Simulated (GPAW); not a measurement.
# FeO (Wuestite) (Fm-3m) in GPAW: notebook

The runs below take FeO (Wuestite) through band structure, equation of state, with LDA, PW91, PBEsol+D4, revTPSS, M06-L.

Everything below comes from runs of GPAW 26.7.0. Logs are shortened: lines on timing, memory, paths and dates and some standing lists are left out, and cuts for length are marked. The log counts tension as positive stress, the text compression.

**The experiment to reproduce.**

“W\"ustite: Electric, thermodynamic and optical properties of FeO”, 2012, arxiv:1203.1201 quotes, for a bulk crystal of FeO: band gap 2.4 eV (optical).

The results are compared with them further down.

### Step 1. The structure

The structure is cubic, space group Fm-3m (No. 225). The conventional cell has a = 4.311 Å, b = 4.311 Å, c = 4.311 Å, α = 90.00°, β = 90.00°, γ = 90.00°. Fe (site symmetry m-3m) has 6 O at 2.16 Å as nearest neighbours. O (site symmetry m-3m) has 6 Fe at 2.16 Å as nearest neighbours.

### Step 2. Band structure, LDA, collinear spin, ferromagnetic start

run.py reads:

```python
from ase.dft.bandgap import bandgap
from ase.io import read, write
from ase.units import GPa
from gpaw import GPAW, PW, setup_paths

setup_paths.insert(0, '.')

atoms = read('POSCAR')
atoms.set_initial_magnetic_moments([3.0, 0.0])

calc = GPAW(mode=PW(800),
            xc='LDA',
            kpts={'size': (9, 9, 9), 'gamma': True},
            occupations={'name': 'fermi-dirac', 'width': 0.05},
            nbands=17,
            convergence={'density': 1e-05, 'energy': 1e-05},
            maxiter=150,
            txt='gpaw.txt')
atoms.calc = calc
energy = atoms.get_potential_energy()
forces = atoms.get_forces()
stress = atoms.get_stress()
calc.write('gs.gpw')
write('result.traj', atoms)
print(f'Energy: {energy:.6f} eV')
print('Forces (eV/A):')
print(forces.round(4))
print('Stress (GPa):', (stress / GPa).round(3))
print('Moments:', calc.get_magnetic_moments().round(3))
print('Fermi level:', round(calc.get_fermi_level(), 4), 'eV')
print(f'Gap: {bandgap(calc)[0]:.4f} eV, direct: {bandgap(calc, direct=True)[0]:.4f} eV')

path = atoms.cell.bandpath('GXWKGLUWLK,UX', npoints=100, eps=1e-4)
bs_calc = calc.fixed_density(kpts=path, symmetry='off', nbands=26,
                             convergence={'bands': 'CBM+6.0', 'eigenstates': 1e-6}, txt='bands.txt')
bs = bs_calc.band_structure()
bs.write('bs.json')
print(f'Gap on the path: {bandgap(bs_calc)[0]:.4f} eV')
```

POSCAR reads:

```
FeO
1.0
    0.0000000000      2.1554000000      2.1554000000
    2.1554000000      0.0000000000      2.1554000000
    2.1554000000      2.1554000000      0.0000000000
Fe O
1 1
Direct
    0.0000000000      0.0000000000      0.0000000000
    0.5000000000      0.5000000000      0.5000000000
```

Potentials or basis: PAW data sets generated in the run's folder for this functional, pw.

Launch:

```sh
$ gpaw-setup -f LDA Fe O
$ OMP_NUM_THREADS=1 python run.py
```

gpaw.txt:

```text
__  _  _
 | _ |_)|_||  |
 |__||  | ||/\| - 26.7.0

Input parameters:
  mode=PW(ecut=800.0),
  convergence={'density': 1e-05, 'energy': 1e-05},
  kpts=MonkhorstPack(size=(9, 9, 9), gamma=True),
  maxiter=150,
  nbands=17,
  occupations=Occupations(name='fermi-dirac', width=0.05),
  xc=XC(name='LDA')

Diagonalizing LCAO Hamiltonian
Converting LCAO to pw mode

              O

       Fe

Atoms  # Å, Bohr magnetons
|   | symbol |        x |        y |        z |    initial magnetic moments |
|---|--------|----------|----------|----------|-----------------------------|
| 0 |     Fe | 0.000000 | 0.000000 | 0.000000 | ( 0.0000,  0.0000,  3.0000) |
| 1 |      O | 2.155400 | 2.155400 | 2.155400 | ( 0.0000,  0.0000,  0.0000) |

Unit cell  # Å
| periodic |        x |        y |        z |  lengths |    angles |
|----------|----------|----------|----------|----------|-----------|
|      yes | 0.000000 | 2.155400 | 2.155400 | 3.048196 | 60.000000 |
|      yes | 2.155400 | 0.000000 | 2.155400 | 3.048196 | 60.000000 |
|      yes | 2.155400 | 2.155400 | 0.000000 | 3.048196 | 60.000000 |

Number of symmetries: 48
Symmetry operations  # r_c * U_cc + t_c -> r_c
|    | kind |            matrix            |
|----|------|------------------------------|
|  0 |  σ   |  1, 0, 0,  1, 0,-1,  1,-1, 0 |
|  1 |  C2  |  1, 0, 0,  1,-1, 0,  1, 0,-1 |
|  2 |  E   |  1, 0, 0,  0, 1, 0,  0, 0, 1 |
|  3 |  σ   |  1, 0, 0,  0, 0, 1,  0, 1, 0 |
|  4 |  C4  |  1, 0,-1,  1, 0, 0,  1,-1, 0 |
|  5 |  S6  |  1, 0,-1,  1,-1, 0,  1, 0, 0 |
|  6 |  σ   |  1, 0,-1,  0, 1,-1,  0, 0,-1 |
|  7 |  C3  |  1, 0,-1,  0, 0,-1,  0, 1,-1 |
|  8 |  S6  |  1,-1, 0,  1, 0, 0,  1, 0,-1 |
|  9 |  C4  |  1,-1, 0,  1, 0,-1,  1, 0, 0 |
| 10 |  C3  |  1,-1, 0,  0,-1, 1,  0,-1, 0 |
| 11 |  σ   |  1,-1, 0,  0,-1, 0,  0,-1, 1 |
| 12 |  σ   |  0, 1, 0,  1, 0, 0,  0, 0, 1 |
| 13 |  C4  |  0, 1, 0,  0, 1,-1, -1, 1, 0 |
| 14 |  C3  |  0, 1, 0,  0, 0, 1,  1, 0, 0 |
| 15 |  S6  |  0, 1, 0, -1, 1, 0,  0, 1,-1 |
| 16 |  C2  |  0, 1,-1,  1, 0,-1,  0, 0,-1 |
| 17 |  σ   |  0, 1,-1,  0, 1, 0, -1, 1, 0 |
| 18 |  S4  |  0, 1,-1,  0, 0,-1,  1, 0,-1 |
| 19 |  C4  |  0, 1,-1, -1, 1, 0,  0, 1, 0 |
| 20 |  C3  |  0, 0, 1,  1, 0, 0,  0, 1, 0 |
| 21 |  σ   |  0, 0, 1,  0, 1, 0,  1, 0, 0 |
| 22 |  S6  |  0, 0, 1,  0,-1, 1, -1, 0, 1 |
| 23 |  C4  |  0, 0, 1, -1, 0, 1,  0,-1, 1 |
| 24 |  S4  |  0, 0,-1,  1, 0,-1,  0, 1,-1 |
| 25 |  C3  |  0, 0,-1,  0, 1,-1,  1, 0,-1 |
| 26 |  C2  |  0, 0,-1,  0,-1, 0, -1, 0, 0 |
| 27 |  S6  |  0, 0,-1, -1, 0, 0,  0,-1, 0 |
| 28 |  S4  |  0,-1, 1,  1,-1, 0,  0,-1, 0 |
| 29 |  C4  |  0,-1, 1,  0, 0, 1, -1, 0, 1 |
| 30 |  C2  |  0,-1, 1,  0,-1, 0,  1,-1, 0 |
| 31 |  σ   |  0,-1, 1, -1, 0, 1,  0, 0, 1 |
| 32 |  C3  |  0,-1, 0,  1,-1, 0,  0,-1, 1 |
| 33 |  S6  |  0,-1, 0,  0, 0,-1, -1, 0, 0 |
| 34 |  S4  |  0,-1, 0,  0,-1, 1,  1,-1, 0 |
| 35 |  C2  |  0,-1, 0, -1, 0, 0,  0, 0,-1 |
| 36 |  C2  | -1, 1, 0,  0, 1, 0,  0, 1,-1 |
| 37 |  S6  | -1, 1, 0,  0, 1,-1,  0, 1, 0 |
| 38 |  S4  | -1, 1, 0, -1, 0, 1, -1, 0, 0 |
| 39 |  C3  | -1, 1, 0, -1, 0, 0, -1, 0, 1 |
| 40 |  S6  | -1, 0, 1,  0, 0, 1,  0,-1, 1 |
| 41 |  C2  | -1, 0, 1,  0,-1, 1,  0, 0, 1 |
| 42 |  C3  | -1, 0, 1, -1, 1, 0, -1, 0, 0 |
| 43 |  S4  | -1, 0, 1, -1, 0, 0, -1, 1, 0 |
| 44 |  C2  | -1, 0, 0,  0, 0,-1,  0,-1, 0 |
| 45 |  i   | -1, 0, 0,  0,-1, 0,  0, 0,-1 |
| 46 |  σ   | -1, 0, 0, -1, 1, 0, -1, 0, 1 |
| 47 |  C2  | -1, 0, 0, -1, 0, 1, -1, 1, 0 |

BZ-sampling:
  Number of BZ points: 729
  Number of IBZ points: 35

  Monkhorst-Pack size: [9, 9, 9]
  Monkhorst-Pack shift: [0, 0, 0]

K-points  # in reciprocal-cell coordinates
|     |                                coordinates |     weight |
|-----|--------------------------------------------|------------|
|   0 | (  0.00000000,   0.00000000,   0.00000000) | 0.00137174 |
|   1 | (  0.11111111,   0.11111111,   0.00000000) | 0.00823045 |
|   2 | (  0.11111111,   0.11111111,   0.11111111) | 0.01097394 |
|   3 | (  0.22222222,   0.11111111,   0.11111111) | 0.01646091 |
|   4 | (  0.22222222,   0.22222222,   0.00000000) | 0.00823045 |
|   5 | (  0.22222222,   0.22222222,   0.11111111) | 0.03292181 |
|   6 | (  0.22222222,   0.22222222,   0.22222222) | 0.01097394 |
|   7 | (  0.33333333,   0.22222222,   0.11111111) | 0.03292181 |
|   8 | (  0.33333333,   0.22222222,   0.22222222) | 0.03292181 |
|   9 | (  0.33333333,   0.33333333,  -0.33333333) | 0.01646091 |
| ... |                                            |            |
|  34 | (  0.44444444,   0.44444444,   0.44444444) | 0.01097394 |

Plane wave coefficients: 1039
Cutoff: 800.0 eV

Spin-components: 2 (collinear spins)
Bands:           17
Projectors:      11
Spin-degeneracy: 1
Datatype:        complex128

Parallelization:
  kpt:    1
  domain: 1
  band:   1

Density:
  Valence electrons: 14.0
  Components: 2
  Grid points: [20 20 20]
  Charge: 0.0  # |e|

Potential:
  Grid points: [20 20 20]

species:
  Fe:
    name:    Iron
    Z:       26.0
    valence: 8
    core:    18
    charge:  0.0  # [|e|]
    compensation charges:
      type: gauss
      rc: 0.33  # [Å]
      lmax: 2
    cutoffs:
      filter: 2.06  # [Å]
      core: 2.67  # [Å]
    projectors
    | kind |    occ | energy [eV] | rcut [Å] |
    |------|--------|-------------|----------|
    |   4s |  2.000 |      -5.481 |    1.164 |
    |   4p |  0.000 |      -1.431 |    1.058 |
    |   3d |  6.000 |      -7.752 |    1.058 |
    |    s |        |      21.730 |    1.164 |
    |    p |        |      25.780 |    1.058 |
    |    d |        |      19.459 |    1.058 |

    Using partial waves for Fe as LCAO basis

  O:
    name:    Oxygen
    Z:       8.0
    valence: 6
    core:    2
    charge:  0.0  # [|e|]
    compensation charges:
      type: gauss
      rc: 0.21  # [Å]
      lmax: 2
    cutoffs:
      filter: 1.17  # [Å]
      core: 0.83  # [Å]
    projectors
    | kind |    occ | energy [eV] | rcut [Å] |
    |------|--------|-------------|----------|
    |   2s |  2.000 |     -23.752 |    0.688 |
    |   2p |  4.000 |      -9.195 |    0.598 |
    |    s |        |       3.459 |    0.688 |
    |    p |        |      18.016 |    0.598 |
    |    d |        |       0.000 |    0.619 |

    Using partial waves for O as LCAO basis

Reference energy: -36585.847436  # eV

eigensolver:
  PPCG
  Converge bands: occupied
  niter=2

density mixing:
  MSR1-Mixer
  Pratt-step length: 0.05
  Maximum mixing coefficient: 0.75
  Old densities: 10
  SVD Regularization: 0.005
  Good broyden scale: 1.0
  Trust region scale: 1.0
  Backstep threshold: 4.0
  History deletion threshold: 6.0
  Fourier metric: weight=20.0, sigma=0.015

occupation numbers:
  Fermi-Dirac:
    width: 0.0500  # eV

poisson solver:
  ecut: 6400.0  # eV

xc functional:
  name: None

convergence criteria:
- Maximum integral of absolute [dens]ity change: 1e-05 electrons / valence electron
- Maximum [total energy] change in last 3 cyles: 1e-05 eV / valence electron
- Maximum integral of absolute [eigenst]ate change: 4e-08 eV^2 / valence electron
maximum number of iterations: 150

SCF iterations
|iter     | |      energy | eigst |  dens |  magmom |
|---------|-|-------------|-------|-------|---------|
|iter:   1| |  -18.071336 | +0.07 |       |  +3.0021|
|iter:   2| |  -17.870830 | -1.61 | -0.74 |  +3.0514|
|iter:   3| |  -17.547397 | -1.67 | -0.79 |  +3.4971|
|iter:   4| |  -17.589837 | -3.01 | -1.26 |  +3.7340|
|iter:   5| |  -17.603976 | -2.43 | -1.51 |  +3.9665|
|iter:   6| |  -17.602883 | -3.46 | -2.09 |  +4.0168|
|iter:   7| |  -17.602779 | -4.99 | -2.41 |  +3.9875|
|iter:   8| |  -17.602864c| -5.30 | -2.77 |  +4.0001|
|iter:   9| |  -17.602866c| -6.60 | -3.56 |  +3.9993|
|iter:  10| |  -17.602867c| -7.69c| -3.93 |  +3.9988|
|iter:  11| |  -17.602867c| -8.62c| -4.88 |  +3.9988|
|iter:  12| |  -17.602867c| -8.81c| -5.31c|  +3.9988|

Converged in 12 steps
Energy contributions relative to reference atoms: (reference = -36585.847436)

Energy contributions:
  Kinetic:          22.353978
  Coulomb:         -19.862424
  Zero:              0.276144
  External:          0.000000
  Xc:              -20.365130
  Entropy:          -0.010869
  Spinorbit:         0.000000
  ----------------------------
  Free energy:     -17.608301
  Extrapolated:    -17.602867

dipole moment: (-10.434957, -10.434957, -10.434957)  # |e|*Ang

Total magnetic moment: (0.000000, 0.000000, 3.998818)

Local magnetic moments
|        x |        y |        z |
|----------|----------|----------|
| 0.000000 | 0.000000 | 3.509531 |  # Fe   0
| 0.000000 | 0.000000 | 0.245121 |  # O    1

Fermi level: 8.753
Eigenvalues  # (at kpt = [0.000, 0.000, 0.000])
| band index |      eig [eV] | occ [0-1] |      eig [eV] | occ [0-1] |
|------------|---------------|-----------|---------------|-----------|
|          0 |       -11.748 |     1.000 |       -11.162 |     1.000 |
|          1 |         4.895 |     1.000 |         5.515 |     1.000 |
|          2 |         4.895 |     1.000 |         5.515 |     1.000 |
|          3 |         4.895 |     1.000 |         5.515 |     1.000 |
|          4 |         5.052 |     1.000 |         8.032 |     1.000 |
|          5 |         5.052 |     1.000 |         8.032 |     1.000 |
[... 9 lines left out ...]
|         15 |        25.621 |     0.000 |        26.741 |     0.000 |
|         16 |        25.621 |     0.000 |        26.741 |     0.000 |

No gap
No difference between direct/indirect transitions

Forces  # eV/Ang
|       x |        y |        z |
|---------|----------|----------|
| 0.00000 | -0.00000 | -0.00000 |  # Fe   0
| 0.00000 |  0.00000 |  0.00000 |  # O    1

Stress tensor  # eV/Ang^3
|         x |         y |         z |
|-----------|-----------|-----------|
|  0.096000 | -0.000000 | -0.000000 |
| -0.000000 |  0.096000 |  0.000000 |
| -0.000000 |  0.000000 |  0.096000 |

# Writing to gs.gpw (mode='')
```

Wall time 68 s (1 thread of Arm Neoverse V1, shared host); peak memory 0.29 GiB.

What came out:

| Item | Value |
| --- | --- |
| Free energy | -17.6083 eV |
| Pressure | -15.4 GPa |
| Band gap along the path | none (metal or under the smearing width) |
| Net moment | 4.00 μB per cell |
| Site moments | Fe +3.51; O +0.25 μB |

Levels at the corners of the path, in eV from the Fermi level:
Spin up:
| point | band 5 | band 6 | band 7 | band 8 | band 9 | band 10 |
| --- | --- | --- | --- | --- | --- | --- |
| Γ | -3.70 | -3.70 | -3.70 | -3.43 | -3.43 | 0.07 |
| X | -4.67 | -3.03 | -2.56 | -2.56 | -2.50 | 5.11 |
| W | -2.85 | -2.85 | -2.63 | -2.56 | -1.52 | 6.49 |
| K | -3.49 | -2.71 | -2.44 | -2.22 | -1.50 | 6.45 |
| Γ | -3.70 | -3.70 | -3.70 | -3.43 | -3.43 | 0.07 |
| L | -2.84 | -2.84 | -2.31 | -0.15 | -0.15 | 3.95 |
| U | -3.49 | -2.71 | -2.44 | -2.22 | -1.50 | 6.45 |
| W | -2.85 | -2.85 | -2.63 | -2.56 | -1.52 | 6.49 |
| L | -2.84 | -2.84 | -2.31 | -0.15 | -0.15 | 3.95 |
| K | -3.49 | -2.71 | -2.44 | -2.22 | -1.50 | 6.45 |
| U | -3.49 | -2.71 | -2.44 | -2.22 | -1.50 | 6.45 |
| X | -4.67 | -3.03 | -2.56 | -2.56 | -2.50 | 5.11 |
Spin down:
| point | band 2 | band 3 | band 4 | band 5 | band 6 | band 7 | band 8 | band 9 |
| --- | --- | --- | --- | --- | --- | --- | --- | --- |
| Γ | -3.24 | -3.24 | -3.24 | -0.72 | -0.72 | -0.72 | 0.02 | 0.02 |
| X | -6.94 | -4.44 | -4.44 | -2.13 | 0.57 | 0.81 | 0.81 | 1.03 |
| W | -6.14 | -6.14 | -5.57 | -0.01 | -0.01 | 0.81 | 0.93 | 1.68 |
| K | -6.55 | -6.15 | -4.88 | -0.79 | 0.62 | 0.72 | 1.18 | 1.64 |
| Γ | -3.24 | -3.24 | -3.24 | -0.72 | -0.72 | -0.72 | 0.02 | 0.02 |
| L | -8.05 | -5.20 | -5.20 | 0.44 | 0.44 | 0.65 | 2.71 | 2.71 |
| U | -6.55 | -6.15 | -4.88 | -0.79 | 0.62 | 0.72 | 1.18 | 1.64 |
| W | -6.14 | -6.14 | -5.57 | -0.01 | -0.01 | 0.81 | 0.93 | 1.68 |
| L | -8.05 | -5.20 | -5.20 | 0.44 | 0.44 | 0.65 | 2.71 | 2.71 |
| K | -6.55 | -6.15 | -4.88 | -0.79 | 0.62 | 0.72 | 1.18 | 1.64 |
| U | -6.55 | -6.15 | -4.88 | -0.79 | 0.62 | 0.72 | 1.18 | 1.64 |
| X | -6.94 | -4.44 | -4.44 | -2.13 | 0.57 | 0.81 | 0.81 | 1.03 |

Caveat: so large a pressure means that the cell lies far from this level's equilibrium, or that cutoff or potentials fall short; a cell with one magnetic atom can't hold antiferromagnetic order, which such compounds often take; semilocal functionals often make such compounds metallic where correlation or magnetic order opens a gap, which also shifts bond lengths.

### Step 3. Equation of state, PW91, collinear spin, ferromagnetic start

run.py reads:

```python
from ase.eos import EquationOfState
from ase.io import Trajectory
from ase.spacegroup import crystal
from ase.units import GPa
from gpaw import GPAW, PW, setup_paths

setup_paths.insert(0, '.')

# Fe 4a
# O 4b
atoms = crystal(['Fe', 'O'],
                basis=[[0.0, 0.0, 0.0],
                       [0.5, 0.0, 0.0]],
                spacegroup=225, setting=1,  # Fm-3m
                cellpar=[4.3108, 4.3108, 4.3108, 90.0, 90.0, 90.0],
                primitive_cell=True)
atoms.set_initial_magnetic_moments([3.0, 0.0])

traj = Trajectory('eos.traj', 'w')
volumes, energies = [], []
for x in [0.94, 0.96, 0.98, 1.0, 1.02, 1.04, 1.06]:
    a = atoms.copy()
    a.set_cell(atoms.cell * x**(1 / 3), scale_atoms=True)
    calc = GPAW(mode=PW(800),
                xc='GGA_X_PW91+GGA_C_PW91',
                kpts={'size': (9, 9, 9), 'gamma': True},
                occupations={'name': 'fermi-dirac', 'width': 0.05},
                nbands=17,
                convergence={'density': 1e-05, 'energy': 1e-05},
                maxiter=150,
                txt=f'eos-{x:.2f}.txt')
    a.calc = calc
    energies.append(a.get_potential_energy(force_consistent=True))
    volumes.append(a.get_volume())
    p = -a.get_stress()[:3].mean() / GPa
    calc.write(f'eos-{x:.2f}.gpw')
    traj.write(a)
    print(f'{x:.2f} {volumes[-1]:10.4f} A^3 {energies[-1]:14.6f} eV {p:9.3f} GPa', flush=True)

v0, e0, B = EquationOfState(volumes, energies, eos='birchmurnaghan').fit()
print(f'V0 = {v0:.4f} A^3, E0 = {e0:.6f} eV, B0 = {B / GPa:.2f} GPa')
```

Potentials or basis: PAW data sets generated in the run's folder for this functional, pw.

Launch:

```sh
$ gpaw-setup -f GGA_X_PW91+GGA_C_PW91 Fe O
$ OMP_NUM_THREADS=1 python run.py
```

Wall time 3.5 min (1 thread of Arm Neoverse V1, shared host); peak memory 0.3 GiB.

It converged, with:

* Equilibrium volume: 10.06 Å³/atom
* Bulk modulus: 189 GPa
* Pressure derivative of the bulk modulus: 4.5 (rough: it moves with the points fitted)

Energy against volume, from the lowest point:
| volume (Å³/atom) | energy (meV/atom) |
| --- | --- |
| 9.413 | 27.32 |
| 9.613 | 12.36 |
| 9.813 | 3.51 |
| 10.013 | 0.00 |
| 10.214 | 1.30 |
| 10.414 | 6.95 |
| 10.614 | 16.51 |

Zero-point motion and thermal expansion aren't in these numbers.

(Continued in part 2 of 3.)
